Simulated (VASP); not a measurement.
# K (P6_3/mmc) in VASP: single point with PBE

Aim: the single point of K with PBE.

Program: VASP 6.6.1. These are calculated values, not measurements. Logs are shortened: lines on timing, memory, paths and dates and some standing lists are left out, and cuts for length are marked.

## (1) The crystal as given

It takes space group P6_3/mmc (No. 194, hexagonal). Conventional cell: a = 4.762 Å, b = 4.762 Å, c = 7.830 Å, α = 90.00°, β = 90.00°, γ = 120.00°.

This isn't the form of K at room conditions, which is bcc.

## (2) Single point, PBE

File INCAR:

```
PREC = Accurate
ENCUT = 520
EDIFF = 1E-7
ISMEAR = 0
SIGMA = 0.1
LREAL = F
LASPH = T
NELM = 100
ALGO = Normal
ISIF = 2
LWAVE = F
LCHARG = F
GGA = PE
NBANDS = 16
```

File KPOINTS:

```
regular mesh
0
Gamma
  6 6 4
```

File POSCAR:

```
K
1.0
    4.7623960204      0.0000000000      0.0000000000
   -2.3811980102      4.1243559365      0.0000000000
    0.0000000000      0.0000000000      7.8299713200
K
2
Direct
    0.3333333300      0.6666666700      0.2500000000
    0.6666666700      0.3333333300      0.7500000000
```

Potentials or basis: VASP PAW PBE potentials, release 64 (K_sv).

Started as:

```console
> cat potpaw_PBE.64/K_sv/POTCAR > POTCAR
> mpirun -np 1 vasp_std > vasp.out
```

OUTCAR:

```text
PREC = Accurate
   ENCUT = 520
   EDIFF = 1E-7
   ISMEAR = 0
   LREAL = F
   LASPH = T
   NELM = 100
   ISIF = 2
   GGA = PE

 ion  position               nearest neighbor table
   1  0.333  0.667  0.250-
   2  0.667  0.333  0.750-

  LATTYP: Found a hexagonal cell.
 ALAT       =     4.7623960204
 C/A-ratio  =     1.6441243623

  Lattice vectors:

 A1 = (   4.7623960204,   0.0000000000,   0.0000000000)
 A2 = (  -2.3811980102,   4.1243559365,   0.0000000000)
 A3 = (   0.0000000000,   0.0000000000,   7.8299713200)

Analysis of symmetry for initial positions (statically):
=====================================================================
 Subroutine PRICEL returns:
 Original cell was already a primitive cell.

 Routine SETGRP: Setting up the symmetry group for a
 hexagonal supercell.

 Subroutine GETGRP returns: Found 24 space group operations
 (whereof 12 operations were pure point group operations)
 out of a pool of 24 trial point group operations.

The static configuration has the point symmetry D_3d.
 The point group associated with its full space group is D_6h.

Analysis of symmetry for dynamics (positions and initial velocities):
=====================================================================
 Subroutine PRICEL returns:
 Original cell was already a primitive cell.

 Routine SETGRP: Setting up the symmetry group for a
 hexagonal supercell.

 Subroutine GETGRP returns: Found 24 space group operations
 (whereof 12 operations were pure point group operations)
 out of a pool of 24 trial point group operations.

The dynamic configuration has the point symmetry D_3d.
 The point group associated with its full space group is D_6h.

 Subroutine INISYM returns: Found 24 space group operations
 (whereof 12 operations are pure point group operations),
 and found     1 'primitive' translations

----------------------------------------------------------------------------------------

                                     Primitive cell

  volume of cell :     153.7949

  direct lattice vectors                    reciprocal lattice vectors
     4.762396020  0.000000000  0.000000000     0.209978338  0.121231050  0.000000000
    -2.381198010  4.124355936  0.000000000     0.000000000  0.242462100  0.000000000
     0.000000000  0.000000000  7.829971320     0.000000000  0.000000000  0.127714389

[... 77 lines left out ...]
   ENCUT  =  520.0 eV  38.22 Ry    6.18 a.u.   8.85  8.85 14.56*2*pi/ulx,y,z
   NELM   =    100;   NELMIN=  2; NELMDL= -5     # of ELM steps
   EDIFF  = 0.1E-06   stopping-criterion for ELM
   LREAL  =      F    real-space projection
   EDIFFG = 0.1E-05   stopping-criterion for IOM
   NSW    =      0    number of steps for IOM
   IBRION =     -1    ionic relax: 0-MD 1-quasi-New 2-CG
   NFREE  =      0    steps in history (QN), initial steepest desc. (CG)
   ISIF   =      2    stress and relaxation
   ISYM   =      2    0-nonsym 1-usesym 2-fastsym
   POTIM  = 0.5000    time-step for ionic-motion
   TEBEG  =    0.0;   TEEND  =   0.0 temperature during run
   PSTRESS=    0.0 pullay stress
   NELECT =      18.0000    total number of electrons
   NUPDOWN=      -1.0000    fix difference up-down
   EMIN   =  10.00;   EMAX   =-10.00  energy-range for DOS
   EFERMI =   0.00;   METHOD = LEGACY
   ISMEAR =     0;   SIGMA  =   0.10  broadening in eV -4-tet -1-fermi 0-gaus
   EFERMI_NEDOS =   21; number of points for ismear=-14 and -15
   IALGO  =     38    algorithm
   IMIX   =      4    mixing-type and parameters
     AMIX     =   0.40;   BMIX     =  1.00
     AMIX_MAG =   1.60;   BMIX_MAG =  1.00
  volume/ion in A,a.u.               =      76.90       518.93
  Fermi-wavevector in a.u.,A,eV,Ry     =   0.800790  1.513273  8.724925  0.641264
  Thomas-Fermi vector in A             =   1.908153
   LORBIT       =      0    0 simple, 1 ext, 2 COOP (PROOUT), +10 PAW based schemes
   GGA     = PE    functional components
   LHFCALC =     F    Hartree Fock is set to
   AEXX    =    0.0000 exact exchange contribution
   IVDW    =     0    specifies the selected vdW correction
   LEPSILON=     F    determine dielectric tensor
   LRPA    =     F    only Hartree local field effects (RPA)
 non-spin polarized calculation
 Gauss-broadening in eV      SIGMA  =   0.10
  energy-cutoff  :      520.00
  volume of cell :      153.79
 maximum number of plane-waves:      4170
 NGX is ok and might be reduce to    36
   NGX = 17   NGY = 17   NGZ = 29

 number of electron      18.0000001 magnetization

 Free energy of the ion-electron system (eV)
  ---------------------------------------------------
  ext. energy  EPLUGINS =         0.00000000
  ---------------------------------------------------
  free energy    TOTEN  =        -2.09707683 eV

  energy without entropy =       -2.09299993  energy(sigma->0) =       -2.09503838

 E-fermi :  -0.2310     XC(G=0):  -5.5444

 val. band max:       -0.3388890447   @ k =   0.3333   0.1667   0.2500
 cond. band min:      -0.1061028242   @ k =   0.1667   0.1667   0.2500
 fundamental gap:      0.2327862205
 Fermi energy:        -0.2309829220

 k-point     1 :       0.0000    0.0000    0.0000
  band No.  band energies     occupation
      1     -32.3691      2.00000
      2     -32.3663      2.00000
      3     -15.8781      2.00000
      4     -15.8299      2.00000
      5     -15.8299      2.00000
      6     -15.8227      2.00000
[... 376 lines left out ...]
      3     -15.8673      2.00000
      4     -15.8673      2.00000
      5     -15.8567      2.00000
      6     -15.8567      2.00000
[... 8 lines left out ...]
     15       4.1248      0.00000
     16       4.1248      0.00000

------------------------ aborting loop because EDIFF is reached ----------------------------------------

  FORCE on cell =-STRESS in cart. coord.  units (eV):
  Direction    XX          YY          ZZ          XY          YZ          ZX
  --------------------------------------------------------------------------------------
  -------------------------------------------------------------------------------------
  Total       -0.0447226     -0.0447226     -0.3049860      0.0000000      0.0000000      0.0000000
  in kB       -0.4659029     -0.4659029     -3.1772304      0.0000000      0.0000000      0.0000000
  external PRESSURE =      -1.3696788 kB  Pullay stress =       0.0000000 kB

 VOLUME and BASIS-vectors are now :
 -----------------------------------------------------------------------------
  energy-cutoff  :      520.00
  volume of cell :      153.79
      direct lattice vectors                 reciprocal lattice vectors
     4.762396020  0.000000000  0.000000000     0.209978338  0.121231050  0.000000000
    -2.381198010  4.124355936  0.000000000     0.000000000  0.242462100  0.000000000
     0.000000000  0.000000000  7.829971320     0.000000000  0.000000000  0.127714389

 POSITION                                       TOTAL-FORCE (eV/Angst)
 -----------------------------------------------------------------------------------
     -0.00000      2.74957      1.95749         0.000000      0.000000      0.000000
      2.38120      1.37479      5.87248        -0.000000      0.000000      0.000000
 -----------------------------------------------------------------------------------
    total drift:                               -0.000006      0.000003     -0.000000

  FREE ENERGIE OF THE ION-ELECTRON SYSTEM (eV)
  ---------------------------------------------------
  free  energy   TOTEN  =        -2.0970768317 eV

  energy  without entropy=       -2.0929999308  energy(sigma->0) =       -2.09503838
```

OSZICAR:

```text
N       E                     dE             d eps       ncg     rms          rms(c)
DAV:   1     0.117407582868E+03    0.11741E+03   -0.76078E+03   672   0.886E+02
DAV:   2     0.671574553475E+01   -0.11069E+03   -0.10807E+03   808   0.261E+02
DAV:   3    -0.184915544851E+01   -0.85649E+01   -0.85409E+01  1272   0.531E+01
DAV:   4    -0.208922496419E+01   -0.24007E+00   -0.24005E+00   960   0.815E+00
DAV:   5    -0.209553245386E+01   -0.63075E-02   -0.63074E-02  1104   0.869E-01    0.265E+00
DAV:   6    -0.209608748348E+01   -0.55503E-03   -0.21512E-03   968   0.316E-01    0.163E+00
DAV:   7    -0.209689351820E+01   -0.80603E-03   -0.45914E-03   864   0.412E-01    0.658E-02
DAV:   8    -0.209705883847E+01   -0.16532E-03   -0.57540E-04  1104   0.187E-01    0.292E-02
DAV:   9    -0.209707460885E+01   -0.15770E-04   -0.11127E-05   976   0.247E-02    0.138E-02
DAV:  10    -0.209707699114E+01   -0.23823E-05   -0.63903E-06   928   0.157E-02    0.100E-03
DAV:  11    -0.209707709813E+01   -0.10700E-06   -0.14150E-07   776   0.262E-03    0.713E-04
DAV:  12    -0.209707681888E+01    0.27925E-06   -0.37719E-08   696   0.117E-03    0.168E-04
DAV:  13    -0.209707683171E+01   -0.12825E-07   -0.26759E-09   536   0.538E-04
   1 F= -.20970768E+01 E0= -.20950384E+01  d E =-.407690E-02
```

Run time: 35 s. Hardware: 1 thread of Intel Xeon Platinum 8375C at 2.90GHz (Ice Lake), shared host; peak memory 0.25 GiB.

Results:

| Item | Value |
| --- | --- |
| Free energy | -2.0971 eV |
| Pressure | -0.1 GPa |
| Band gap on the k mesh | none (metal or under the smearing width) |
